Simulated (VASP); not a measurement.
# Se (P3_121) in VASP: notebook

Runs on Se. Level: r2SCAN. Tasks: single point.

Program: VASP 6.6.1. These are calculated values, not measurements. Logs are shortened: lines on timing, memory, paths and dates and some standing lists are left out, and cuts for length are marked.

## Step 1: The structure

The structure is trigonal, space group P3_121 (No. 152). Conventional cell: a = 4.493 Å, b = 4.493 Å, c = 4.992 Å, α = 90.00°, β = 90.00°, γ = 120.00°. Se (site symmetry 2) is surrounded by 2 Se at 2.38 Å.

## Step 2: Single point, r2SCAN

Input file POSCAR:

```
Se
1.0
    4.4930559283      0.0000000000      0.0000000000
   -2.2465279642      3.8911005745      0.0000000000
    0.0000000000      0.0000000000      4.9923930283
Se
3
Direct
    0.2178291919      0.0000000000      0.3333333333
    1.0000000000      0.2178291919      0.6666666667
    0.7821708081      0.7821708081      0.0000000000
```

Input file INCAR.step1:

```
SYSTEM = Se
  PREC = Accurate
  ENCUT = 520
  ISMEAR = -1
  SIGMA = 0.05
  LREAL = .False.
  LASPH = .True.
  NELM = 80
  NBANDS = 16
  GGA = PE
  ALGO = Normal
  EDIFF = 1E-4
  LWAVE = .True.
  LCHARG = .False.
```

Input file INCAR.step2:

```
SYSTEM = Se
  PREC = Accurate
  ENCUT = 520
  EDIFF = 1E-6
  ISMEAR = -1
  SIGMA = 0.05
  LREAL = .False.
  LASPH = .True.
  NELM = 80
  ALGO = Normal
  ISIF = 2
  LWAVE = .False.
  LCHARG = .False.
  METAGGA = R2SCAN
  LMIXTAU = .True.
  NBANDS = 16
  ISTART = 1
```

Input file KPOINTS:

```
regular mesh
0
Gamma
  8 8 6
  0 0 0
```

Potentials or basis: VASP PAW PBE potentials, release 64 (Se).

On the command line:

```
$ cat potpaw_PBE.64/Se/POTCAR > POTCAR
$ cp INCAR.step1 INCAR
$ mpirun -np 1 vasp_std > vasp.out
$ cp INCAR.step2 INCAR
$ mpirun -np 1 vasp_std > vasp.out
```

OUTCAR:

```text
SYSTEM = Se
   PREC = Accurate
   ENCUT = 520
   EDIFF = 1E-6
   ISMEAR = -1
   LREAL = .False.
   LASPH = .True.
   NELM = 80
   ISIF = 2
   METAGGA = R2SCAN
   ISTART = 1

 ion  position               nearest neighbor table
   1  0.218  0.000  0.333-   3 2.38   2 2.38
   2  0.000  0.218  0.667-   3 2.38   1 2.38
   3  0.782  0.782  0.000-   2 2.38   1 2.38

  LATTYP: Found a hexagonal cell.
 ALAT       =     4.4930559283
 C/A-ratio  =     1.1111352959

  Lattice vectors:

 A1 = (   4.4930559283,   0.0000000000,   0.0000000000)
 A2 = (  -2.2465279642,   3.8911005745,   0.0000000000)
 A3 = (   0.0000000000,   0.0000000000,   4.9923930283)

Analysis of symmetry for initial positions (statically):
=====================================================================
 Subroutine PRICEL returns:
 Original cell was already a primitive cell.

 Routine SETGRP: Setting up the symmetry group for a
 hexagonal supercell.

 Subroutine GETGRP returns: Found  6 space group operations
 (whereof  2 operations were pure point group operations)
 out of a pool of 24 trial point group operations.

The static configuration has the point symmetry C_2 .
 The point group associated with its full space group is D_3 .

Analysis of symmetry for dynamics (positions and initial velocities):
=====================================================================
 Subroutine PRICEL returns:
 Original cell was already a primitive cell.

 Routine SETGRP: Setting up the symmetry group for a
 hexagonal supercell.

 Subroutine GETGRP returns: Found  6 space group operations
 (whereof  2 operations were pure point group operations)
 out of a pool of 24 trial point group operations.

The dynamic configuration has the point symmetry C_2 .
 The point group associated with its full space group is D_3 .

 Subroutine INISYM returns: Found  6 space group operations
 (whereof  2 operations are pure point group operations),
 and found     1 'primitive' translations

----------------------------------------------------------------------------------------

                                     Primitive cell

  volume of cell :      87.2817

  direct lattice vectors                    reciprocal lattice vectors
     4.493055928  0.000000000  0.000000000     0.222565669  0.128498349  0.000000000
    -2.246527964  3.891100574  0.000000000     0.000000000  0.256996698  0.000000000
     0.000000000  0.000000000  4.992393028     0.000000000  0.000000000  0.200304743

  length of vectors
     4.493055928  4.493055928  4.992393028     0.256996698  0.256996698  0.200304743

  position of ions in fractional coordinates (direct lattice)
     0.217829192  0.000000000  0.333333333
     0.000000000  0.217829192  0.666666667
     0.782170808  0.782170808  0.000000000

  ion indices of the primitive-cell ions
   primitive index   ion index
                 1           1
                 2           2
                 3           3

----------------------------------------------------------------------------------------

 KPOINTS: regular mesh

Automatic generation of k-mesh.
 Grid dimensions read from file:
 generate k-points for:    8    8    6

 Generating k-lattice:

  Cartesian coordinates                     Fractional coordinates (reciprocal lattice)
     0.027820709  0.016062294  0.000000000     0.125000000  0.000000000  0.000000000
     0.000000000  0.032124587  0.000000000     0.000000000  0.125000000  0.000000000
     0.000000000  0.000000000  0.033384124     0.000000000  0.000000000  0.166666667

  Length of vectors
     0.032124587  0.032124587  0.033384124

  Shift w.r.t. Gamma in fractional coordinates (k-lattice)
     0.000000000  0.000000000  0.000000000

 Subroutine IBZKPT returns following result:
 ===========================================

 Found     50 irreducible k-points:

 Following reciprocal coordinates:
            Coordinates               Weight
  0.000000  0.000000  0.000000      1.000000
  0.125000 -0.000000  0.000000      6.000000
  0.250000 -0.000000  0.000000      6.000000
  0.375000 -0.000000  0.000000      6.000000
  0.500000 -0.000000  0.000000      3.000000
  0.125000  0.125000  0.000000      6.000000
[... 16 lines left out ...]
 -0.125000  0.500000  0.166667     12.000000
  0.250000  0.250000  0.166667     12.000000
 [... further k-points ...]
   k-points           NKPTS =     50   k-points in BZ     NKDIM =     50   number of bands    NBANDS=     16
   number of dos      NEDOS =    301   number of ions     NIONS =      3
   total plane-waves  NPLWV =  51840
   dimension x,y,z NGX =    36 NGY =   36 NGZ =   40
   dimension x,y,z NGXF=    72 NGYF=   72 NGZF=   80
   ions per type =               3
   NGX,Y,Z   is equivalent  to a cutoff of  13.32, 13.32, 13.32 a.u.
   NGXF,Y,Z  is equivalent  to a cutoff of  26.64, 26.64, 26.64 a.u.
 SYSTEM =  Se
   PREC   = accura    normal or accurate (medium, high low for compatibility)
   ISTART =      1    job   : 0-new  1-cont  2-samecut
   ICHARG =      0    charge: 1-file 2-atom 10-const
   ISPIN  =      1    spin polarized calculation?
   LNONCOLLINEAR =      F non collinear calculations
   LSORBIT =      F    spin-orbit coupling
   LASPH  =      T    aspherical Exc in radial PAW
   ENCUT  =  520.0 eV  38.22 Ry    6.18 a.u.   8.35  8.35  9.28*2*pi/ulx,y,z
   NELM   =     80;   NELMIN=  2; NELMDL=  0     # of ELM steps
   EDIFF  = 0.1E-05   stopping-criterion for ELM
   LREAL  =      F    real-space projection
   EDIFFG = 0.1E-04   stopping-criterion for IOM
   NSW    =      0    number of steps for IOM
   IBRION =     -1    ionic relax: 0-MD 1-quasi-New 2-CG
   NFREE  =      0    steps in history (QN), initial steepest desc. (CG)
   ISIF   =      2    stress and relaxation
   ISYM   =      2    0-nonsym 1-usesym 2-fastsym
   POTIM  = 0.5000    time-step for ionic-motion
   TEBEG  =    0.0;   TEEND  =   0.0 temperature during run
   PSTRESS=    0.0 pullay stress
   NELECT =      18.0000    total number of electrons
   NUPDOWN=      -1.0000    fix difference up-down
   EMIN   =  10.00;   EMAX   =-10.00  energy-range for DOS
   EFERMI =   0.00;   METHOD = LEGACY
   ISMEAR =    -1;   SIGMA  =   0.05  broadening in eV -4-tet -1-fermi 0-gaus
   EFERMI_NEDOS =   21; number of points for ismear=-14 and -15
   IALGO  =     38    algorithm
   IMIX   =      4    mixing-type and parameters
     AMIX     =   0.40;   BMIX     =  1.00
     AMIX_MAG =   1.60;   BMIX_MAG =  1.00
  volume/ion in A,a.u.               =      29.09       196.34
  Fermi-wavevector in a.u.,A,eV,Ry     =   0.967219  1.827778 12.728412  0.935512
  Thomas-Fermi vector in A             =   2.097086
   LORBIT       =      0    0 simple, 1 ext, 2 COOP (PROOUT), +10 PAW based schemes
   METAGGA = R2SCAN    functional components
   LHFCALC =     F    Hartree Fock is set to
   AEXX    =    0.0000 exact exchange contribution
   IVDW    =     0    specifies the selected vdW correction
   LEPSILON=     F    determine dielectric tensor
   LRPA    =     F    only Hartree local field effects (RPA)
 non-spin polarized calculation
  energy-cutoff  :      520.00
  volume of cell :       87.28
 maximum number of plane-waves:      2377
 NGX is ok and might be reduce to    36
   NGX = 17   NGY = 17   NGZ = 19

 number of electron      18.0000000 magnetization

 Free energy of the ion-electron system (eV)
  ---------------------------------------------------
  ext. energy  EPLUGINS =         0.00000000
  ---------------------------------------------------
  free energy    TOTEN  =       -42.92815151 eV

  energy without entropy =      -42.92815147  energy(sigma->0) =      -42.92815149

 E-fermi :   2.4886     XC(G=0):  -8.9462

 val. band max:        1.7902221586   @ k =   0.5000  -0.0000   0.5000
 cond. band min:       3.1984557455   @ k =   0.3750   0.2500   0.5000
 fundamental gap:      1.4082335869
 Fermi energy:         2.4885874777

 k-point     1 :       0.0000    0.0000    0.0000
  band No.  band energies     occupation
      1     -14.4556      2.00000
      2     -10.2501      2.00000
      3     -10.2501      2.00000
      4      -2.1887      2.00000
      5      -2.1887      2.00000
      6      -1.8784      2.00000
[... 8 lines left out ...]
     15       8.8106      0.00000
     16      10.7328      0.00000

 k-point     2 :       0.1250   -0.0000    0.0000
  band No.  band energies     occupation
      1     -14.4063      2.00000
      2     -10.2994      2.00000
      3     -10.2468      2.00000
      4      -2.5455      2.00000
      5      -2.3443      2.00000
      6      -1.7565      2.00000
[... 8 lines left out ...]
     15       9.2597      0.00000
     16      10.7093      0.00000

 k-point     3 :       0.2500   -0.0000    0.0000
  band No.  band energies     occupation
      1     -14.2797      2.00000
      2     -10.4327      2.00000
      3     -10.2384      2.00000
      4      -2.9928      2.00000
      5      -2.6132      2.00000
      6      -1.7086      2.00000
[... 8 lines left out ...]
     15      10.1978      0.00000
     16      11.1274      0.00000

 k-point     4 :       0.3750   -0.0000    0.0000
  band No.  band energies     occupation
      1     -14.1401      2.00000
      2     -10.5888      2.00000
      3     -10.2296      2.00000
      4      -3.2390      2.00000
      5      -2.8225      2.00000
      6      -1.6380      2.00000
[... 8 lines left out ...]
     15      11.1244      0.00000
     16      12.0050      0.00000
[... 324 lines left out ...]
 k-point    22 :       0.3750    0.1250    0.1667
  band No.  band energies     occupation
      1     -13.9525      2.00000
      2     -11.3418      2.00000
      3      -9.6495      2.00000
      4      -3.3000      2.00000
      5      -3.1556      2.00000
      6      -1.5249      2.00000
[... 8 lines left out ...]
     15      10.9012      0.00000
     16      11.7485      0.00000

 k-point    23 :      -0.1250    0.5000    0.1667
  band No.  band energies     occupation
      1     -13.9517      2.00000
      2     -11.3508      2.00000
      3      -9.6331      2.00000
      4      -3.3323      2.00000
      5      -3.1896      2.00000
      6      -1.6255      2.00000
[... 8 lines left out ...]
     15      11.2780      0.00000
     16      11.9689      0.00000

 k-point    24 :       0.2500    0.2500    0.1667
  band No.  band energies     occupation
      1     -13.9532      2.00000
      2     -11.3402      2.00000
      3      -9.6473      2.00000
      4      -3.3545      2.00000
      5      -3.1405      2.00000
      6      -1.4780      2.00000
[... 8 lines left out ...]
     15      10.8620      0.00000
     16      11.8210      0.00000

 [... further k-points ...]

------------------------ aborting loop because EDIFF is reached ----------------------------------------

  FORCE on cell =-STRESS in cart. coord.  units (eV):
  Direction    XX          YY          ZZ          XY          YZ          ZX
  --------------------------------------------------------------------------------------
  -------------------------------------------------------------------------------------
  Total        0.0075532      0.0075532     -0.0045691     -0.0000000      0.0000000      0.0000000
  in kB        0.1386502      0.1386502     -0.0838714     -0.0000000      0.0000000      0.0000000
  external PRESSURE =       0.0644763 kB  Pullay stress =       0.0000000 kB

 VOLUME and BASIS-vectors are now :
 -----------------------------------------------------------------------------
  energy-cutoff  :      520.00
  volume of cell :       87.28
      direct lattice vectors                 reciprocal lattice vectors
     4.493055928  0.000000000  0.000000000     0.222565669  0.128498349  0.000000000
    -2.246527964  3.891100574  0.000000000     0.000000000  0.256996698  0.000000000
     0.000000000  0.000000000  4.992393028     0.000000000  0.000000000  0.200304743

 POSITION                                       TOTAL-FORCE (eV/Angst)
 -----------------------------------------------------------------------------------
      0.97872      0.00000      1.66413        -0.004947     -0.000000     -0.000000
     -0.48936      0.84760      3.32826         0.002473     -0.004284      0.000000
      1.75717      3.04351      0.00000         0.002473      0.004284      0.000000
 -----------------------------------------------------------------------------------
    total drift:                                0.000001      0.000001     -0.000000

  FREE ENERGIE OF THE ION-ELECTRON SYSTEM (eV)
  ---------------------------------------------------
  free  energy   TOTEN  =       -42.9281515067 eV

  energy  without entropy=      -42.9281514712  energy(sigma->0) =      -42.92815149
```

Wall time 5.3 min (1 thread of Intel Xeon Platinum 8375C at 2.90GHz (Ice Lake), shared host); peak memory 0.25 GiB.

Results:

```yaml
Free_energy: -42.9282 eV
Pressure: 0.0 GPa
Largest_force: 0.005 eV/Å
Band_gap_on_the_k_mesh: 1.41 eV, indirect (least direct gap 1.53 eV)
```

Forces on the atoms (eV/Å):
```
Se  -0.005  0.000  0.000
Se   0.002 -0.004  0.000
Se   0.002  0.004  0.000
```

Levels at points of the mesh, in eV from the valence-band top:
```csv
k point,band 5,band 6,band 7,band 8,band 9,band 10,band 11,band 12,band 13,band 14
"(0.00, 0.00, 0.00)",-3.98,-3.67,-2.07,-2.07,-0.40,2.24,2.24,2.57,6.49,7.02
"(0.50, 0.00, 0.00)",-4.69,-3.31,-2.75,-1.86,-0.97,2.29,2.74,4.23,6.01,7.98
"(0.00, 0.00, 0.50)",-3.47,-3.47,-1.46,-1.46,-1.09,1.54,1.63,1.63,6.98,7.96
"(0.50, 0.00, 0.50)",-4.44,-4.23,-1.68,-1.24,0.00,1.81,2.90,3.27,6.72,8.49
```

Caveat: the PAW data sets were made with another functional, which shifts forces and pressure a little.

(Continued in part 2 of 2.)
